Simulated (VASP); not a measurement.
# Al2O3 (Pbcn) in VASP: further runs

The runs below take Al2O3 through relaxation of cell and atoms, with PBE, PBEsol.

Everything below comes from runs of VASP 6.6.1. Logs are shortened: lines on timing, memory, paths and dates and some standing lists are left out, and cuts for length are marked.

### Step 1. The structure

The structure is orthorhombic, space group Pbcn (No. 60). The conventional cell has a = 6.430 Å, b = 4.402 Å, c = 4.577 Å, α = 90.00°, β = 90.00°, γ = 90.00°. Al (site symmetry 1) is surrounded by 6 O at 1.72 to 1.86 Å. Around O (site symmetry 1) lie 4 Al at 1.74 to 1.86 Å. O (site symmetry 2) is surrounded by 4 Al at 1.72 to 1.81 Å.

Measurements of this composition are mostly on another form, of space group No. 167.

### Step 2. Relaxation of cell and atoms, PBE, target pressure 113 GPa, at which the enthalpy is minimised

File INCAR:

```
PREC = Accurate
ENCUT = 600
EDIFF = 1E-7
ISMEAR = 0
SIGMA = 0.03
LREAL = F
LASPH = T
NELM = 80
ALGO = Normal
ISIF = 3
LWAVE = F
LCHARG = F
GGA = PE
IBRION = 2
NSW = 90
EDIFFG = -0.005
PSTRESS = 1130.0
KPAR = 4
```

File KPOINTS:

```
regular mesh
0
Gamma
  4 6 6
```

File POSCAR:

```
Al2O3                                   
1.0
    6.4298348576      0.0000000000      0.0000000000
    0.0000000000      4.4021427469      0.0000000000
    0.0000000000     -0.0000000000      4.5768344919
  Al              O             
     8    12
Direct
     0.3869338504015646    0.2536895686340804    0.0395410953325966
     0.6130661495984355    0.2536895686340804    0.4604589046674035
     0.1130661495984355    0.2463104313659195    0.5395410953325965
     0.8869338504015645    0.2463104313659195    0.9604589046674035
     0.6130661495984355    0.7463104313659193    0.9604589046674035
     0.3869338504015646    0.7463104313659193    0.5395410953325965
     0.8869338504015645    0.7536895686340807    0.4604589046674035
     0.1130661495984355    0.7536895686340807    0.0395410953325966
     0.6546151181101902    0.1065217012607034    0.1033360947015314
     0.3453848818898099    0.1065217012607034    0.3966639052984686
     0.8453848818898098    0.3934782987392966    0.6033360947015317
     0.1546151181101901    0.3934782987392966    0.8966639052984683
     0.3453848818898099    0.8934782987392967    0.8966639052984683
     0.6546151181101902    0.8934782987392967    0.6033360947015317
     0.1546151181101901    0.6065217012607033    0.3966639052984686
     0.8453848818898098    0.6065217012607033    0.1033360947015314
     0.0000000000000000    0.0586734453812529    0.2500000000000000
     0.5000000000000000    0.4413265546187471    0.7500000000000000
     0.0000000000000000    0.9413265546187469    0.7500000000000000
     0.5000000000000000    0.5586734453812531    0.2500000000000000
```

Potentials or basis: VASP PAW PBE potentials, release 64 (Al, O).

Started as:

```
cat potpaw_PBE.64/Al/POTCAR potpaw_PBE.64/O/POTCAR > POTCAR
mpirun -np 4 vasp_std > vasp.out
```

OUTCAR:

```text
PREC = Accurate
   ENCUT = 600
   EDIFF = 1E-7
   ISMEAR = 0
   LREAL = F
   LASPH = T
   NELM = 80
   ISIF = 3
   GGA = PE
   IBRION = 2
   NSW = 90
   EDIFFG = -0.005
   PSTRESS = 1130.0

 ion  position               nearest neighbor table
   1  0.387  0.254  0.040-  18 1.72  13 1.74  12 1.74  10 1.78  20 1.81   9 1.86   2 2.41   5 2.64
                             5 2.69   8 2.82   8 2.82   3 2.89   3 2.89   2 3.02   6 3.15   6 3.15
   2  0.613  0.254  0.460-  18 1.72  14 1.74  11 1.74   9 1.78  20 1.81  10 1.86   1 2.41   6 2.64
                             6 2.69   7 2.82   7 2.82   4 2.89   4 2.89   1 3.02   5 3.15   5 3.15
   3  0.113  0.246  0.540-  17 1.72  15 1.74  10 1.74  12 1.78  19 1.81  11 1.86   4 2.41   7 2.64
                             7 2.69   6 2.82   6 2.82   1 2.89   1 2.89   4 3.02   8 3.15   8 3.15
   4  0.887  0.246  0.960-  17 1.72  16 1.74   9 1.74  11 1.78  19 1.81  12 1.86   3 2.41   8 2.64
                             8 2.69   5 2.82   5 2.82   2 2.89   2 2.89   3 3.02   7 3.15   7 3.15
   5  0.613  0.746  0.960-  20 1.72   9 1.74  16 1.74  14 1.78  18 1.81  13 1.86   6 2.41   1 2.64
                             1 2.69   4 2.82   4 2.82   7 2.89   7 2.89   6 3.02   2 3.15   2 3.15
   6  0.387  0.746  0.540-  20 1.72  10 1.74  15 1.74  13 1.78  18 1.81  14 1.86   5 2.41   2 2.64
                             2 2.69   3 2.82   3 2.82   8 2.89   8 2.89   5 3.02   1 3.15   1 3.15
   7  0.887  0.754  0.460-  19 1.72  11 1.74  14 1.74  16 1.78  17 1.81  15 1.86   8 2.41   3 2.64
                             3 2.69   2 2.82   2 2.82   5 2.89   5 2.89   8 3.02   4 3.15   4 3.15
   8  0.113  0.754  0.040-  19 1.72  12 1.74  13 1.74  15 1.78  17 1.81  16 1.86   7 2.41   4 2.64
                             4 2.69   1 2.82   1 2.82   6 2.89   6 2.89   7 3.02   3 3.15   3 3.15
   9  0.655  0.107  0.103-   5 1.74   4 1.74   2 1.78   1 1.86
  10  0.345  0.107  0.397-   6 1.74   3 1.74   1 1.78   2 1.86
  11  0.845  0.393  0.603-   7 1.74   2 1.74   4 1.78   3 1.86
  12  0.155  0.393  0.897-   8 1.74   1 1.74   3 1.78   4 1.86
  13  0.345  0.893  0.897-   1 1.74   8 1.74   6 1.78   5 1.86
  14  0.655  0.893  0.603-   2 1.74   7 1.74   5 1.78   6 1.86
  15  0.155  0.607  0.397-   3 1.74   6 1.74   8 1.78   7 1.86
  16  0.845  0.607  0.103-   4 1.74   5 1.74   7 1.78   8 1.86
  17  0.000  0.059  0.250-   3 1.72   4 1.72   7 1.81   8 1.81
  18  0.500  0.441  0.750-   1 1.72   2 1.72   5 1.81   6 1.81
  19  0.000  0.941  0.750-   7 1.72   8 1.72   3 1.81   4 1.81
  20  0.500  0.559  0.250-   5 1.72   6 1.72   1 1.81   2 1.81

  LATTYP: Found a simple orthorhombic cell.
 ALAT       =     4.4021427469
 B/A-ratio  =     1.0396833440
 C/A-ratio  =     1.4606148022

  Lattice vectors:

 A1 = (   0.0000000000,   4.4021427469,   0.0000000000)
 A2 = (   0.0000000000,   0.0000000000,   4.5768344919)
 A3 = (   6.4298348576,   0.0000000000,   0.0000000000)

Analysis of symmetry for initial positions (statically):
=====================================================================
 Subroutine PRICEL returns:
 Original cell was already a primitive cell.

 Routine SETGRP: Setting up the symmetry group for a
 simple orthorhombic supercell.

 Subroutine GETGRP returns: Found  8 space group operations
 (whereof  2 operations were pure point group operations)
 out of a pool of  8 trial point group operations.

The static configuration has the point symmetry S_2 .
 The point group associated with its full space group is D_2h.

Analysis of symmetry for dynamics (positions and initial velocities):
=====================================================================
 Subroutine PRICEL returns:
 Original cell was already a primitive cell.

 Routine SETGRP: Setting up the symmetry group for a
 simple orthorhombic supercell.

 Subroutine GETGRP returns: Found  8 space group operations
 (whereof  2 operations were pure point group operations)
 out of a pool of  8 trial point group operations.

The dynamic configuration has the point symmetry S_2 .
 The point group associated with its full space group is D_2h.

 Subroutine INISYM returns: Found  8 space group operations
 (whereof  2 operations are pure point group operations),
 and found     1 'primitive' translations

----------------------------------------------------------------------------------------

                                     Primitive cell

  volume of cell :     129.5475

  direct lattice vectors                    reciprocal lattice vectors
     6.429834858  0.000000000  0.000000000     0.155524990  0.000000000  0.000000000
[... 52 lines left out ...]

 KPOINTS: regular mesh

Automatic generation of k-mesh.
 Grid dimensions read from file:
 generate k-points for:    4    6    6

 Generating k-lattice:

  Cartesian coordinates                     Fractional coordinates (reciprocal lattice)
     0.038881247  0.000000000  0.000000000     0.250000000  0.000000000  0.000000000
     0.000000000  0.037860350  0.000000000     0.000000000  0.166666667  0.000000000
     0.000000000  0.000000000  0.036415271     0.000000000  0.000000000  0.166666667

  Length of vectors
     0.038881247  0.037860350  0.036415271

  Shift w.r.t. Gamma in fractional coordinates (k-lattice)
     0.000000000  0.000000000  0.000000000

 Subroutine IBZKPT returns following result:
 ===========================================

 Found     48 irreducible k-points:

 Following reciprocal coordinates:
            Coordinates               Weight
  0.000000  0.000000  0.000000      1.000000
  0.250000  0.000000  0.000000      2.000000
  0.500000  0.000000  0.000000      1.000000
  0.000000  0.166667  0.000000      2.000000
  0.250000  0.166667  0.000000      4.000000
  0.500000  0.166667  0.000000      2.000000
[... 16 lines left out ...]
  0.250000  0.500000  0.166667      4.000000
  0.500000  0.500000  0.166667      2.000000
 [... further k-points ...]
   k-points           NKPTS =     48   k-points in BZ     NKDIM =     48   number of bands    NBANDS=     59
   number of dos      NEDOS =    301   number of ions     NIONS =     20
   total plane-waves  NPLWV =  77760
   dimension x,y,z NGX =    54 NGY =   36 NGZ =   40
   dimension x,y,z NGXF=   108 NGYF=   72 NGZF=   80
   ions per type =               8  12
   NGX,Y,Z   is equivalent  to a cutoff of  13.96, 13.60, 14.53 a.u.
   NGXF,Y,Z  is equivalent  to a cutoff of  27.92, 27.19, 29.06 a.u.
 SYSTEM =  unknown system
   PREC   = accura    normal or accurate (medium, high low for compatibility)
   ISTART =      0    job   : 0-new  1-cont  2-samecut
   ICHARG =      2    charge: 1-file 2-atom 10-const
   ISPIN  =      1    spin polarized calculation?
   LNONCOLLINEAR =      F non collinear calculations
   LSORBIT =      F    spin-orbit coupling
   LASPH  =      T    aspherical Exc in radial PAW
   ENCUT  =  600.0 eV  44.10 Ry    6.64 a.u.  12.84  8.79  9.14*2*pi/ulx,y,z
   NELM   =     80;   NELMIN=  2; NELMDL= -5     # of ELM steps
   EDIFF  = 0.1E-06   stopping-criterion for ELM
   LREAL  =      F    real-space projection
   EDIFFG = -.5E-02   stopping-criterion for IOM
   NSW    =     90    number of steps for IOM
   IBRION =      2    ionic relax: 0-MD 1-quasi-New 2-CG
   NFREE  =      1    steps in history (QN), initial steepest desc. (CG)
   ISIF   =      3    stress and relaxation
   ISYM   =      2    0-nonsym 1-usesym 2-fastsym
   POTIM  = 0.5000    time-step for ionic-motion
   TEBEG  =    0.0;   TEEND  =   0.0 temperature during run
   PSTRESS= 1130.0 pullay stress
   NELECT =      96.0000    total number of electrons
   NUPDOWN=      -1.0000    fix difference up-down
   EMIN   =  10.00;   EMAX   =-10.00  energy-range for DOS
   EFERMI =   0.00;   METHOD = LEGACY
   ISMEAR =     0;   SIGMA  =   0.03  broadening in eV -4-tet -1-fermi 0-gaus
   EFERMI_NEDOS =   21; number of points for ismear=-14 and -15
   IALGO  =     38    algorithm
   IMIX   =      4    mixing-type and parameters
     AMIX     =   0.40;   BMIX     =  1.00
     AMIX_MAG =   1.60;   BMIX_MAG =  1.00
  volume/ion in A,a.u.               =       6.48        43.71
  Fermi-wavevector in a.u.,A,eV,Ry     =   1.481456  2.799547 29.860882  2.194713
  Thomas-Fermi vector in A             =   2.595364
   LORBIT       =      0    0 simple, 1 ext, 2 COOP (PROOUT), +10 PAW based schemes
   GGA     = PE    functional components
   LHFCALC =     F    Hartree Fock is set to
   AEXX    =    0.0000 exact exchange contribution
   IVDW    =     0    specifies the selected vdW correction
   LEPSILON=     F    determine dielectric tensor
   LRPA    =     F    only Hartree local field effects (RPA)
 conjugate gradient relaxation of ions
 non-spin polarized calculation
 Gauss-broadening in eV      SIGMA  =   0.03
  energy-cutoff  :      600.00
  volume of cell :      129.55
 maximum number of plane-waves:      4356
 NGX is ok and might be reduce to    54
   NGX = 25   NGY = 17   NGZ = 19

--------------------------------------- Ionic step        1  -------------------------------------------

 number of electron      96.0000007 magnetization

 Free energy of the ion-electron system (eV)
  ---------------------------------------------------
  ext. energy  EPLUGINS =         0.00000000
  ---------------------------------------------------
  free energy    TOTEN  =      -136.02207069 eV

  energy without entropy =     -136.02207069  energy(sigma->0) =     -136.02207069

------------------------ aborting loop because EDIFF is reached ----------------------------------------

  FORCE on cell =-STRESS in cart. coord.  units (eV):
  Direction    XX          YY          ZZ          XY          YZ          ZX
  --------------------------------------------------------------------------------------
  -------------------------------------------------------------------------------------
  Total       91.3085410     91.2679758     91.3856756      0.0000000      0.0000000      0.0000000
  in kB     1129.2571222   1128.7554315   1130.2110824      0.0000000      0.0000000      0.0000000
  external PRESSURE =      -0.5921213 kB  Pullay stress =    1130.0000000 kB
[... 99 lines left out ...]
--------------------------------------- Ionic step        3  -------------------------------------------

 number of electron      96.0000007 magnetization

 Free energy of the ion-electron system (eV)
  ---------------------------------------------------
  ext. energy  EPLUGINS =         0.00000000
  ---------------------------------------------------
  free energy    TOTEN  =      -136.00946776 eV

  energy without entropy =     -136.00946776  energy(sigma->0) =     -136.00946776

 E-fermi :  10.2557     XC(G=0): -13.1783

 val. band max:       10.1353700427   @ k =   0.0000   0.0000   0.0000
 cond. band min:      18.9965716467   @ k =   0.0000   0.0000   0.0000
 fundamental gap:      8.8612016040
 Fermi energy:        10.2557157659

 k-point     1 :       0.0000    0.0000    0.0000
  band No.  band energies     occupation
      1     -11.7067      2.00000
      2      -9.9259      2.00000
      3      -9.1649      2.00000
      4      -8.5903      2.00000
      5      -8.3751      2.00000
      6      -8.2720      2.00000
[... 1477 lines left out ...]
     58      22.4709      0.00000
     59      23.0025      0.00000

 [... further k-points ...]
[... 5 lines left out ...]
  --------------------------------------------------------------------------------------
  -------------------------------------------------------------------------------------
  Total       91.3488417     91.3671537     91.4091891      0.0000000     -0.0000000      0.0000000
  in kB     1129.9115410   1130.1380457   1130.6579901      0.0000000     -0.0000000      0.0000000
  external PRESSURE =       0.2358589 kB  Pullay stress =    1130.0000000 kB
[... 39 lines left out ...]
  energy  without entropy=     -136.0094677609  energy(sigma->0) =     -136.00946776

  enthalpy is  TOTEN    =       -44.6534745146 eV   P V=       91.3559932464

 reached required accuracy - stopping structural energy minimisation
```

Wall time 2.7 min (4 MPI ranks of AMD EPYC 9R45 (Zen 5), shared host); peak memory 0.45 GiB.

Results:

* Free energy: -136.0095 eV
* Relaxed volume: 6.48 Å³/atom
* Relaxed cell: a = 6.429 Å, b = 4.402 Å, c = 4.577 Å, α = 90.00°, β = 90.00°, γ = 90.00°
* Space group after relaxing (to 0.05 Å): Pbcn (No. 60)
* Energy change on relaxing (the enthalpy is what falls): +0.6 meV/atom
* Ionic steps: 3
* Pressure after relaxing: 113.0 GPa
* Band gap on the k mesh: 8.86 eV, direct

The path:
```csv
step,energy change (eV),largest force (eV/Å),pressure (GPa),volume (Å³)
1,0.0000,0.0059,112.94,129.55
2,0.0317,0.0107,113.16,129.50
3,0.0126,0.0018,113.02,129.53
```

Final structure:
```cif
data_structure
_symmetry_space_group_name_H-M 'P 1'
_symmetry_Int_Tables_number 1
_cell_length_a 6.4295
_cell_length_b 4.4017
_cell_length_c 4.5769
_cell_angle_alpha 90.000
_cell_angle_beta 90.000
_cell_angle_gamma 90.000
_cell_volume 129.53
loop_
_atom_site_label
_atom_site_type_symbol
_atom_site_fract_x
_atom_site_fract_y
_atom_site_fract_z
_atom_site_occupancy
Al1 Al 0.38693 0.25367 0.03955 1
Al2 Al 0.61307 0.25367 0.46045 1
Al3 Al 0.11307 0.24633 0.53955 1
Al4 Al 0.88693 0.24633 0.96045 1
Al5 Al 0.61307 0.74633 0.96045 1
Al6 Al 0.38693 0.74633 0.53955 1
Al7 Al 0.88693 0.75367 0.46045 1
Al8 Al 0.11307 0.75367 0.03955 1
O1 O 0.65460 0.10651 0.10334 1
O2 O 0.34540 0.10651 0.39666 1
O3 O 0.84540 0.39349 0.60334 1
O4 O 0.15460 0.39349 0.89666 1
O5 O 0.34540 0.89349 0.89666 1
O6 O 0.65460 0.89349 0.60334 1
O7 O 0.15460 0.60651 0.39666 1
O8 O 0.84540 0.60651 0.10334 1
O9 O 0.00000 0.05867 0.25000 1
O10 O 0.50000 0.44133 0.75000 1
O11 O 0.00000 0.94133 0.75000 1
O12 O 0.50000 0.55867 0.25000 1
```

Levels at points of the mesh, in eV from the valence-band top:
| k point | band 45 | band 46 | band 47 | band 48 | band 49 | band 50 | band 51 | band 52 |
| --- | --- | --- | --- | --- | --- | --- | --- | --- |
| (0.00, 0.00, 0.00) | -0.80 | -0.35 | -0.25 | 0.00 | 8.86 | 9.55 | 10.10 | 11.49 |
| (0.50, 0.00, 0.00) | -0.52 | -0.52 | -0.29 | -0.29 | 10.17 | 10.17 | 10.85 | 10.85 |
| (0.00, 0.50, 0.00) | -0.77 | -0.77 | -0.32 | -0.32 | 9.69 | 9.69 | 10.84 | 10.84 |
| (0.50, 0.50, 0.00) | -0.57 | -0.57 | -0.55 | -0.55 | 10.36 | 10.36 | 10.86 | 10.86 |
| (0.00, 0.00, 0.50) | -0.60 | -0.60 | -0.25 | -0.25 | 10.55 | 10.55 | 10.92 | 10.92 |
| (0.50, 0.00, 0.50) | -0.61 | -0.61 | -0.61 | -0.61 | 11.00 | 11.00 | 11.00 | 11.00 |
| (0.00, 0.50, 0.50) | -0.55 | -0.55 | -0.55 | -0.55 | 10.86 | 10.86 | 10.86 | 10.86 |
| (0.50, 0.50, 0.50) | -0.88 | -0.88 | -0.88 | -0.88 | 10.20 | 10.20 | 10.20 | 10.20 |

Caveat: the cell is relaxed towards a set pressure, so the enthalpy falls and the energy may rise. A k mesh can miss the band edges.

(Part 1 of 4 ends here.)
